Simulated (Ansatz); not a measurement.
# AlNi3: how settings move the results

This session on AlNi3 sets out to sweep the k-point mesh on the displaced cell.

Computed with Ansatz 0.2.0 (DFT PBEsol, scalar-relativistic, plane waves, PAW, unless a step's input says otherwise).

1 further run of the same task is left out (it didn't finish).

### Step 1. The structure to begin with

Symmetry: Fm-3m, No. 225, cubic system. The conventional cell has a = 5.604 Å, b = 5.604 Å, c = 5.604 Å, α = 90.00°, β = 90.00°, γ = 90.00°. Al (site symmetry m-3m) is surrounded by 8 Ni at 2.43 Å. Around Ni (site symmetry -43m) lie 4 Al at 2.43 Å and 4 Ni at 2.43 Å. Around Ni (site symmetry m-3m) lie 8 Ni at 2.43 Å.

Structure file:

```cif
data_structure
_symmetry_space_group_name_H-M 'P 1'
_symmetry_Int_Tables_number 1
_cell_length_a 3.9625
_cell_length_b 3.9625
_cell_length_c 3.9625
_cell_angle_alpha 60.000
_cell_angle_beta 60.000
_cell_angle_gamma 60.000
_cell_volume 43.99
loop_
_atom_site_label
_atom_site_type_symbol
_atom_site_fract_x
_atom_site_fract_y
_atom_site_fract_z
_atom_site_occupancy
Al1 Al 0.50000 0.50000 0.50000 1
Ni1 Ni 0.25000 0.25000 0.25000 1
Ni2 Ni 0.00000 0.00000 0.00000 1
Ni3 Ni 0.75000 0.75000 0.75000 1
```

Source of the structure: the Materials Project (structure only). It is taken as it stands there.

### Step 2. The base run, which the others are set against

input.yaml reads:

```yaml
crystal:
  lattice:
    - [0.0, 2.8018887551, 2.8018887551]
    - [2.8018887551, 0.0, 2.8018887551]
    - [2.8018887551, 2.8018887551, 0.0]
  atoms:
    - { symbol: Al, position: [0.5, 0.5, 0.5] }
    - { symbol: Ni, position: [0.25, 0.25, 0.25] }
    - { symbol: Ni, position: [0.0, 0.0, 0.0] }
    - { symbol: Ni, position: [0.75, 0.75, 0.75] }
basis:
  ecutwfc: 420
kpoints:
  mp_grid: { grid: [14, 14, 14] }
hamiltonian:
  xc: pbesol
scf:
  occupations: { method: gaussian, width: 0.1 }
output:
  forces: true
  stress: true
  eigenvalues: true
  populations: true
  write_density: true
  write_potential: true
  elf: true
  volumetric_format: npy
```

It was run beforehand and gave: -4485.2501 eV/atom at zero smearing, pressure -0.74 GPa, largest force 0.000 eV/Å, no gap on the mesh, in 7 SCF cycles and 8.9 s.

The runs on the displaced cell use a copy made earlier, with the atoms moved and the axes strained (about 1 %) at random, so that forces and shear stress do not vanish.

### Step 3. K-point mesh on the displaced cell: 1×1×1

input.yaml reads:

```yaml
crystal:
  lattice:
    - [0.0091803197, 2.8086990902, 2.8014686452]
    - [2.803515059, 0.0061289969, 2.804519968]
    - [2.8105818206, 2.8188171747, -0.0009377647]
  atoms:
    - { symbol: Al, position: [0.5179937806, 0.4754529908, 0.4812022906] }
    - { symbol: Ni, position: [0.2347094222, 0.2129657574, 0.2359009799] }
    - { symbol: Ni, position: [0.0527018359, -0.0376585175, 0.0301498793] }
    - { symbol: Ni, position: [0.7728995969, 0.7206613382, 0.8016672262] }
basis:
  ecutwfc: 420
kpoints:
  mp_grid: { grid: [1, 1, 1] }
hamiltonian:
  xc: pbesol
scf:
  occupations: { method: gaussian, width: 0.1 }
output:
  forces: true
  stress: true
  eigenvalues: true
```

On the command line:

```
$ ansatz run input.yaml --threads 1 --pin off --max-ram 2560MiB --backend cpu --events-out ev --progress --plain --runs-dir out
```

Further runs follow: K-point mesh on the displaced cell: 2×2×2; K-point mesh on the displaced cell: 4×4×4; K-point mesh on the displaced cell: 6×6×6.

What results come out of these runs, taken together?

**Answer**, as computed:

```
                                                                     quantity                                   value
k-point mesh on the displaced cell: within 10 and 1 meV/atom of 10×10×10 from  4×4×4 for 10; none of the others for 1
```

**Reading.** The energy still moves by 2.03 meV/atom between the last two values of the k-point mesh on the displaced cell, so 1 meV/atom is not shown to be reached. The error changes sign along the series, since a k mesh isn't variational, and a metal needs dense meshes to resolve its Fermi surface. Forces come within 0.01 eV/Å only at the reference itself. Spin polarisation is off in the runs that give these values; a magnetic solution could lie lower.
